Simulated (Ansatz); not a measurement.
# Te2Mo (Pm) in Ansatz: further runs

One crystal, Te2Mo, is run at these levels: BLYP+D4, PBE; tasks: relaxation of cell and atoms, single point.

Program: Ansatz 0.2.0. These are calculated values, not measurements. Logs are shortened: lines on timing, memory, paths and dates and some standing lists are left out, and cuts for length are marked.

### Step 1. The crystal as given

Symmetry: Pm, No. 6, monoclinic system. The conventional cell has a = 6.346 Å, b = 3.494 Å, c = 14.866 Å, α = 90.00°, β = 92.12°, γ = 90.00°. Te (site symmetry m) has 3 Mo at 2.82 to 2.84 Å as nearest neighbours. Around Te (site symmetry m) lie 3 Mo at 2.82 to 2.84 Å. Te (site symmetry m) is surrounded by 3 Mo at 2.70 to 2.71 Å. Te (site symmetry m) is surrounded by 3 Mo at 2.70 to 2.71 Å. Te (site symmetry m) is surrounded by 3 Mo at 2.70 to 2.71 Å. Around Te (site symmetry m) lie 3 Mo at 2.70 to 2.71 Å. Te (site symmetry m) has 3 Mo at 2.82 to 2.84 Å as nearest neighbours. Te (site symmetry m) is surrounded by 3 Mo at 2.82 to 2.84 Å.

The cell is a database's computed one.

### Step 2. Relaxation of cell and atoms, BLYP+D4

input.yaml

```yaml
crystal:
  lattice:
    - [6.3464495577, 0.0, 0.0]
    - [0.0, 3.49421554, 0.0]
    - [-0.5490254083, 0.0, 14.8561586148]
  atoms:
    - { symbol: Te, position: [0.06308657, 0.5, 0.40139181] }
    - { symbol: Te, position: [0.93626097, 0.0, 0.59892358] }
    - { symbol: Te, position: [0.56720469, 0.0, 0.36206281] }
    - { symbol: Te, position: [0.43253951, 0.5, 0.63827401] }
    - { symbol: Te, position: [0.09104745, 0.0, 0.13792275] }
    - { symbol: Te, position: [0.90945389, 0.5, 0.86175202] }
    - { symbol: Te, position: [0.58109276, 0.5, 0.09854983] }
    - { symbol: Te, position: [0.41934698, 0.0, 0.90115399] }
    - { symbol: Mo, position: [0.31968622, 0.0, 0.50682682] }
    - { symbol: Mo, position: [0.6797845, 0.5, 0.49352002] }
    - { symbol: Mo, position: [0.1814915, 0.5, 0.00653163] }
    - { symbol: Mo, position: [0.81900395, 0.0, 0.99308972] }
hamiltonian:
  xc: blyp
  pseudopotentials: { kind: paw }
  dispersion: d4
kpoints:
  mp_grid: { grid: [4, 8, 2] }
scf:
  occupations: { method: fermi_dirac, width: 0.05 }
output:
  forces: true
  stress: true
  eigenvalues: true
relax:
  f_tol: 0.01
  max_steps: 40
  cell: { stress_tol: 0.05 }
```

Potentials or basis: Ansatz PAW.

On the command line:

```sh
$ ansatz run input.yaml --threads 4 --pin off --max-ram 11264MiB --backend cpu --events-out ev --progress --plain --runs-dir out
```

Output:

```text
Warning: RAYON_NUM_THREADS=4 ignored (pool sized by the plan → 4); use --threads N
Engine: ansatz 0.2.0, aarch64-unknown-linux-gnu
Pseudopotentials: kind: paw
Pseudopotential: Te, paw, valence charge 16, recommended cutoff 420 eV (normal), Te.paw.azcp
Pseudopotential: Mo, paw, valence charge 14, recommended cutoff 420 eV (normal), Mo.paw.azcp
Functional definition: BLYP
  parameter beta = 0.0042
  parameter a = 0.04918
  parameter b = 0.132
  parameter c = 0.2533
  parameter d = 0.349
  exchange = b88_x(beta = beta)
  correlation = lyp_c(a = a, b = b, c = c, d = d)
Crystal: 12 atoms, lattice volume = 329.448 Å³
Basis set: ecut = 420 eV, 6429 PW (Γ), exchange–correlation on 90×48×200 points (8 copies of the dense FFT grid, shifted against one another)
Bands: 111, of which v1, the nominal top of the filled ones, is band 92 counted from 1 (91 counted from 0)
Symmetry: 2 space group operations
Space group: Pm (ITA 6), of the structure as read, at distance tolerance 6.9e-5 Å
k-points: 30 of 64 (time reversal used)
Non-local potential: Te, projectors of the file, l = 0: 2, l = 1: 2, l = 2: 2, l = 3: 2
Non-local potential: Mo, projectors of the file, l = 0: 3, l = 1: 2, l = 2: 2, l = 3: 1
PAW form: soft (Blöchl's): semilocal exchange-correlation on the pseudo side does not see the compensation charge
PAW frozen core: Te, regenerated for the run's functional, and the local potential with it (the file was generated under x = pbe(κ = 0.804, μ = 0.2195149727645171), c = pbe(β = 0.06672455060314922))
PAW frozen core: Mo, regenerated for the run's functional, and the local potential with it (the file was generated under x = pbe(κ = 0.804, μ = 0.2195149727645171), c = pbe(β = 0.06672455060314922))
PAW one-centre angular grid: Te, 590 points (default); XC on 64 Gauss nodes
PAW one-centre angular grid: Mo, 590 points (default); XC on 64 Gauss nodes
Initial density: superposition of atomic densities (neutral atoms: chi_scale 0, normalization atom), corrected by the library's trained network
Initial wavefunctions: pseudopotential atomic-orbital guess
Functional: x = b88, c = lyp
SCF iter   1: F=—  HF=-75867.664907 eV  |F-HF|=—  |Δ(HF+E_count)|=         —  Δρ=8.37e-3  dr2=4.41e-1  ethr=1.77e-3  ⟨swp⟩=6.1  Hψ=12187  notcnv=0  defer=35
preconditioner: auto → LDOS  [metal: Δε(μ)=0.011 eV  Ē_g=7.092 eV  σ=0.050 eV  W_gap=0.06  n_scr=92 (ndim 8)  ℏωp=17.4 eV  f_vac=0.086  D(μ)=2.73/eV (n_scr^D=10)  β→1.0]
[... 132 lines left out ...]
  E_aug_tail   = -0.001436  (compensation charges beyond the density's cutoff)
  E_ewald      = -18824.529479
  E_disp       = -12.656633  (pairwise vdW)
  E_core_change = 0.133026  (= ΣΔE_core)
  E_smearing   = -0.034112  (= −TS)
  E_closure    = 0.000000  (closes the sum)
  Σ components = -75868.041387   (vs F -75868.041387, Δ=0.00e0)
--- Forces (eV/Å), atoms counted from 1 ---
  atom   1  Te    -0.00136290     0.00000000    -0.00195110
  atom   2  Te     0.00135049     0.00000000     0.00204200
  atom   3  Te    -0.00246061     0.00000000     0.00141615
  atom   4  Te     0.00253519     0.00000000    -0.00148614
  atom   5  Te    -0.00148274     0.00000000    -0.00267288
  atom   6  Te     0.00150172     0.00000000     0.00277714
  atom   7  Te    -0.00084919     0.00000000     0.00337113
  atom   8  Te     0.00086942     0.00000000    -0.00336998
  atom   9  Mo    -0.00273260     0.00000000    -0.00178987
  atom  10  Mo     0.00277187     0.00000000     0.00175989
  atom  11  Mo    -0.00013611     0.00000000    -0.00168844
  atom  12  Mo    -0.00000478     0.00000000     0.00159234
  max |Σ_I F_I| component: 2.55e-7 eV/Å
--- Stress (GPa, compression-positive) ---
       -0.008863       0.000000      -0.003956
        0.000000       0.008868       0.000000
       -0.003956       0.000000      -0.010598
  P = ⅓ Tr σ = -0.0035 GPa (-0.035 kbar)
--- Band table (eV; the first three rows and the last of 30) ---
  k-point 0: bands = ["-48.1499", "-48.1276", "-48.0973", "-48.0762", "-23.9426", "-23.9355", "-23.9354", "-23.9336", "-23.9141", "-23.9083", "-23.9069", "-23.9054", "-23.9042", "-23.9040", "-23.9004", "-23.8884", "-23.8837", "-23.8813", "-23.8796", "-23.8749", "-23.8725", "-23.8603", "-23.8578", "-23.8546", "-23.8536", "-23.8522", "-23.8447", "-23.8440", "-23.8249", "-23.8199", "-23.8161", "-23.8144", "-23.8090", "-23.8086", "-23.7924", "-23.7858", "-23.7838", "-23.7794", "-23.7758", "-23.7735", "-23.7525", "-23.7452", "-23.7391", "-23.7352", "-22.3748", "-22.3507", "-22.3075", "-22.2851", "-22.2645", "-22.2428", "-22.1549", "-22.1357", "-22.1053", "-22.0816", "-21.9831", "-21.9601", "-0.1315", "0.3339", "0.6907", "1.3833", "1.5942", "1.8138", "1.9236", "2.1706", "7.2607", "7.2913", "7.7044", "8.0481", "8.6686", "8.7830", "8.8548", "9.0830", "9.5035", "10.2785", "10.4119", "10.4288", "10.4706", "10.5772", "10.9509", "11.1473", "11.2298", "11.3108", "11.6585", "11.8599", "12.0259", "12.0964", "12.2543", "12.5965", "12.6703", "12.6986", "12.9368", "13.3860", "13.4739", "13.5957", "13.7545", "13.7748", "14.0494", "14.7040", "14.7293", "14.8976", "14.9961", "15.5836", "15.7131", "15.7483", "15.9426", "16.0909", "16.1683", "16.3957", "17.5624", "17.6408", "18.1387"]
  k-point 1: bands = ["-48.1499", "-48.1276", "-48.0974", "-48.0762", "-23.9426", "-23.9355", "-23.9354", "-23.9336", "-23.9141", "-23.9083", "-23.9070", "-23.9054", "-23.9041", "-23.9041", "-23.9004", "-23.8884", "-23.8837", "-23.8813", "-23.8796", "-23.8749", "-23.8725", "-23.8603", "-23.8578", "-23.8545", "-23.8537", "-23.8522", "-23.8447", "-23.8440", "-23.8249", "-23.8199", "-23.8161", "-23.8144", "-23.8090", "-23.8086", "-23.7924", "-23.7858", "-23.7838", "-23.7794", "-23.7758", "-23.7735", "-23.7525", "-23.7452", "-23.7391", "-23.7352", "-22.3748", "-22.3507", "-22.3075", "-22.2851", "-22.2645", "-22.2428", "-22.1549", "-22.1357", "-22.1053", "-22.0816", "-21.9831", "-21.9601", "0.0111", "0.0402", "1.1140", "1.1409", "1.6182", "1.6219", "2.1078", "2.1180", "7.3983", "7.4564", "7.7703", "7.8094", "8.2756", "8.4673", "8.9820", "9.2852", "10.1525", "10.3163", "10.3348", "10.3589", "10.4281", "10.4564", "10.9337", "10.9571", "11.2795", "11.3854", "11.6494", "11.7305", "12.1317", "12.1957", "12.2474", "12.3067", "12.7579", "12.7736", "13.1456", "13.2071", "13.4956", "13.5816", "13.6630", "13.7165", "14.4455", "14.6536", "14.8114", "14.8185", "15.0045", "15.0392", "15.9260", "15.9346", "16.0279", "16.0380", "16.1245", "16.1337", "17.7821", "17.9500", "18.1629"]
  k-point 2: bands = ["-48.1473", "-48.1251", "-48.0988", "-48.0775", "-23.9416", "-23.9371", "-23.9327", "-23.9326", "-23.9128", "-23.9089", "-23.9071", "-23.9052", "-23.9040", "-23.9035", "-23.8998", "-23.8886", "-23.8842", "-23.8819", "-23.8802", "-23.8760", "-23.8719", "-23.8605", "-23.8552", "-23.8550", "-23.8528", "-23.8512", "-23.8460", "-23.8450", "-23.8253", "-23.8175", "-23.8157", "-23.8136", "-23.8103", "-23.8096", "-23.7923", "-23.7858", "-23.7842", "-23.7792", "-23.7756", "-23.7748", "-23.7523", "-23.7453", "-23.7389", "-23.7350", "-22.3727", "-22.3485", "-22.3240", "-22.3014", "-22.2563", "-22.2346", "-22.1683", "-22.1490", "-22.0976", "-22.0740", "-21.9842", "-21.9613", "0.0293", "0.4903", "0.8004", "1.4720", "1.6725", "1.9077", "1.9769", "2.2493", "7.4292", "7.4675", "7.8533", "8.1559", "8.6753", "8.8824", "9.0063", "9.0264", "9.3968", "10.0943", "10.1176", "10.1838", "10.3560", "10.6104", "10.8484", "10.9170", "11.1443", "11.1696", "11.2713", "11.7534", "11.7988", "11.9755", "12.0082", "12.0188", "12.3828", "12.6661", "12.7039", "12.9454", "12.9912", "13.4158", "13.9964", "14.1197", "14.2390", "14.6461", "14.6756", "14.8087", "14.9858", "14.9987", "15.2154", "15.4379", "15.6068", "16.0414", "16.1428", "16.1490", "17.8628", "17.8838", "18.7356"]
  k-point 29: bands = ["-48.1197", "-48.1196", "-48.0979", "-48.0979", "-23.9459", "-23.9459", "-23.9179", "-23.9179", "-23.9159", "-23.9159", "-23.9128", "-23.9128", "-23.8939", "-23.8939", "-23.8896", "-23.8896", "-23.8847", "-23.8847", "-23.8839", "-23.8839", "-23.8656", "-23.8655", "-23.8557", "-23.8557", "-23.8513", "-23.8512", "-23.8373", "-23.8373", "-23.8250", "-23.8250", "-23.8165", "-23.8165", "-23.7996", "-23.7996", "-23.7885", "-23.7885", "-23.7842", "-23.7842", "-23.7765", "-23.7764", "-23.7482", "-23.7482", "-23.7360", "-23.7359", "-22.4075", "-22.4075", "-22.3839", "-22.3839", "-22.2012", "-22.2012", "-22.1803", "-22.1803", "-22.0313", "-22.0312", "-22.0084", "-22.0084", "1.8414", "1.8416", "1.9509", "1.9510", "2.1612", "2.1612", "2.2253", "2.2253", "7.2758", "7.2759", "7.3524", "7.3524", "8.2243", "8.2244", "8.3486", "8.3488", "9.4468", "9.4472", "9.6416", "9.6419", "10.3614", "10.3615", "10.4543", "10.4544", "10.7964", "10.7965", "10.8144", "10.8145", "11.1397", "11.1398", "11.2341", "11.2343", "11.9808", "11.9810", "12.0561", "12.0562", "13.8589", "13.8589", "13.8732", "13.8732", "14.6135", "14.6137", "14.7370", "14.7371", "15.0594", "15.0594", "15.2277", "15.2282", "16.0714", "16.0717", "16.2385", "16.2387", "17.5676", "17.5676", "17.7658"]
--- Relaxed structure (8 steps of the walk, 7 accepted, 1 SCFs on fresh bases) ---
  F+E_penalty+E_count = -75868.04138741 eV   max|allowed force component| = 3.371e-3 eV/Å   (the final SCF, on the basis selected at the relaxed cell)
  cell:  # Å, volume = 302.6385 Å³
    - [6.37508975424925, 1.0809860913104722e-17, -0.04868328558018529]
    - [5.951671662147103e-18, 3.5513924040107168, 7.771839456679414e-17]
    - [-0.6654638675289883, 3.2949575228765837e-16, 13.372241667577141]
  atoms:
    - { symbol: Te, position: [0.05976316427827537, 0.5000000000000001, 0.392441233849275] }
    - { symbol: Te, position: [0.9401309936525781, -8.147873230539847e-18, 0.6075543034539582] }
    - { symbol: Te, position: [0.5641647572848582, 1.491934791103839e-17, 0.34625932824589956] }
    - { symbol: Te, position: [0.435735559832294, 0.5, 0.6537425845524881] }
    - { symbol: Te, position: [0.09564736228659032, -1.535285062309937e-17, 0.15418542422291745] }
    - { symbol: Te, position: [0.9044502657495359, 0.5, 0.8458134314426522] }
    - { symbol: Te, position: [0.58763235061037, 0.5, 0.10718971367799164] }
    - { symbol: Te, position: [0.41247431805763324, 7.874970180131504e-18, 0.8928123420742407] }
    - { symbol: Mo, position: [0.31999569436510333, 2.2021098886758933e-19, 0.5065935591118318] }
    - { symbol: Mo, position: [0.6798979061629782, 0.5000000000000001, 0.4934070594830046] }
    - { symbol: Mo, position: [0.18205025716536116, 0.5, 0.007744658503559475] }
    - { symbol: Mo, position: [0.8180563605544223, 7.876894401487986e-19, 0.9922553513821813] }
```

It took 5.2 min on 4 threads of Arm Neoverse V2, shared host; peak memory 1.6 GiB.

What came out:

| Item | Value |
| --- | --- |
| Free energy | -75868.0414 eV |
| Relaxed volume | 25.22 Å³/atom |
| Relaxed cell | a = 6.375 Å, b = 3.551 Å, c = 13.389 Å, α = 90.00°, β = 93.29°, γ = 90.00° |
| Space group after relaxing (to 0.05 Å) | P2_1/m (No. 11) |
| Energy gained by relaxing | 36.3 meV/atom |
| Ionic steps | 8 |
| Pressure after relaxing | 0.0 GPa |
| Largest force after relaxing | 0.003 eV/Å |
| Band gap on the k mesh | none (metal or under the smearing width) |

Forces in eV/Å, atoms in the order of the input:
```
Te  -0.001  0.000 -0.002
Te   0.001  0.000  0.002
Te  -0.002  0.000  0.001
Te   0.003  0.000 -0.001
Te  -0.001  0.000 -0.003
Te   0.002  0.000  0.003
Te  -0.001  0.000  0.003
Te   0.001  0.000 -0.003
Mo  -0.003  0.000 -0.002
Mo   0.003  0.000  0.002
Mo   0.000  0.000 -0.002
Mo   0.000  0.000  0.002
```

Step by step:
| step | energy change (eV) | largest force (eV/Å) | volume (Å³) |
| --- | --- | --- | --- |
| 1 | 0.0000 | 0.6159 | 329.45 |
| 2 | -0.1471 | 0.7686 | 310.79 |
| 3 | -0.3559 | 0.1975 | 308.49 |
| 4 | -0.3953 | 0.1331 | 304.22 |
| 5 | -0.4363 | 0.0756 | 302.37 |
| 6 | -0.4383 | 0.0160 | 302.75 |
| 7 | -0.4387 | 0.0034 | 302.64 |
| 8 | -0.4351 | 0.0035 | 302.64 |

Final structure:
```
CELL_PARAMETERS angstrom
6.37509 0.00000 -0.04868
0.00000 3.55139 0.00000
-0.66546 0.00000 13.37224
ATOMIC_POSITIONS crystal
Te 0.05976 0.50000 0.39244
Te 0.94013 0.00000 0.60755
Te 0.56416 0.00000 0.34626
Te 0.43574 0.50000 0.65374
Te 0.09565 0.00000 0.15419
Te 0.90445 0.50000 0.84581
Te 0.58763 0.50000 0.10719
Te 0.41247 0.00000 0.89281
Mo 0.32000 0.00000 0.50659
Mo 0.67990 0.50000 0.49341
Mo 0.18205 0.50000 0.00774
Mo 0.81806 0.00000 0.99226
```

Levels at points of the mesh, in eV from the Fermi level:
```csv
k point,band 90,band 91,band 92,band 93,band 94,band 95
"(0.00, 0.00, 0.00)",-0.36,-0.12,0.33,0.42,0.54,0.70
"(0.00, 0.00, -0.50)",-0.28,0.09,0.15,0.44,0.53,0.61
"(0.00, -0.50, 0.00)",-1.57,-1.37,-1.37,0.87,0.87,0.95
"(0.00, -0.50, -0.50)",-1.54,-1.46,-1.46,0.86,0.86,0.93
"(-0.50, 0.00, 0.00)",-1.01,-0.51,-0.47,-0.01,0.02,0.51
"(-0.50, 0.00, -0.50)",-1.02,-0.56,-0.32,0.06,0.07,0.45
"(-0.50, -0.50, 0.00)",-1.08,-1.00,-1.00,0.79,0.79,0.84
"(-0.50, -0.50, -0.50)",-1.07,-1.00,-1.00,0.80,0.80,0.82
```

Caveat: the plane-wave basis is chosen anew once the cell has moved, so the energies of steps on either side of that aren't comparable; the PAW data sets come from PBE, with cores solved anew for the run's functional, which leaves a small shift of forces and pressure. The run has no spin-orbit coupling, so splittings on Te are missing.

### Step 3. Single point, PBE

input.yaml, as its differences from that of step 2:

```diff
@@ -19,5 +19,4 @@
 hamiltonian:
-  xc: blyp
+  xc: pbe
   pseudopotentials: { kind: paw }
-  dispersion: d4
 kpoints:
@@ -25,3 +24,3 @@
 scf:
-  occupations: { method: fermi_dirac, width: 0.05 }
+  occupations: { method: gaussian, width: 0.015 }
 output:
@@ -30,5 +29 @@
   eigenvalues: true
-relax:
-  f_tol: 0.01
-  max_steps: 40
-  cell: { stress_tol: 0.05 }
```

Potentials or basis: Ansatz PAW.

On the command line:

```sh
$ ansatz run input.yaml --threads 4 --pin off --max-ram 11264MiB --backend cpu --events-out ev --progress --plain --runs-dir out
```

Wall time 27 s (4 threads of Arm Neoverse V2, shared host); peak memory 1.4 GiB.

Results (log left out):

```
Free energy            : -75666.7683 eV
Pressure               : 0.7 GPa
Largest force          : 0.207 eV/Å
Band gap on the k mesh : none (metal or under the smearing width)
```

Forces on the atoms (eV/Å):
```
Te  -0.043  0.000  0.000
Te   0.052  0.000  0.000
Te   0.015  0.000 -0.192
Te  -0.026  0.000  0.193
Te   0.012  0.000  0.197
Te  -0.013  0.000 -0.206
Te  -0.052  0.000  0.006
Te   0.055  0.000 -0.011
Mo  -0.074  0.000 -0.093
Mo   0.075  0.000  0.089
Mo   0.069  0.000 -0.076
Mo  -0.071  0.000  0.091
```

Stress tensor (GPa, compression positive):
```
0.90 0.00 0.00
0.00 0.06 0.00
0.00 0.00 1.12
```

Levels at points of the mesh, in eV from the Fermi level:
```tsv
k point	band 88	band 89	band 90	band 91	band 92	band 93	band 94	band 95	band 96	band 97
(0.00, 0.00, 0.00)	-0.63	-0.35	-0.16	0.02	0.12	0.59	0.76	1.02	1.05	1.34
(0.00, 0.00, -0.50)	-0.64	-0.22	-0.21	0.06	0.07	0.63	0.66	1.03	1.04	1.62
(0.00, -0.50, 0.00)	-1.62	-1.44	-1.44	-1.43	-1.43	1.09	1.10	1.15	1.15	1.31
(0.00, -0.50, -0.50)	-1.61	-1.46	-1.46	-1.43	-1.43	1.10	1.10	1.14	1.14	1.33
(-0.50, 0.00, 0.00)	-0.83	-0.74	-0.73	-0.72	-0.71	0.11	0.13	0.97	0.98	1.46
(-0.50, 0.00, -0.50)	-0.83	-0.74	-0.72	-0.67	-0.62	0.13	0.15	0.96	0.98	1.40
(-0.50, -0.50, 0.00)	-1.72	-0.93	-0.93	-0.90	-0.90	1.03	1.03	1.05	1.05	1.86
(-0.50, -0.50, -0.50)	-1.72	-0.93	-0.93	-0.90	-0.90	1.03	1.03	1.05	1.05	1.79
```

Caveat: this functional lacks dispersion, which binds the layers, so the pressure and a relaxed spacing across them are unreliable.
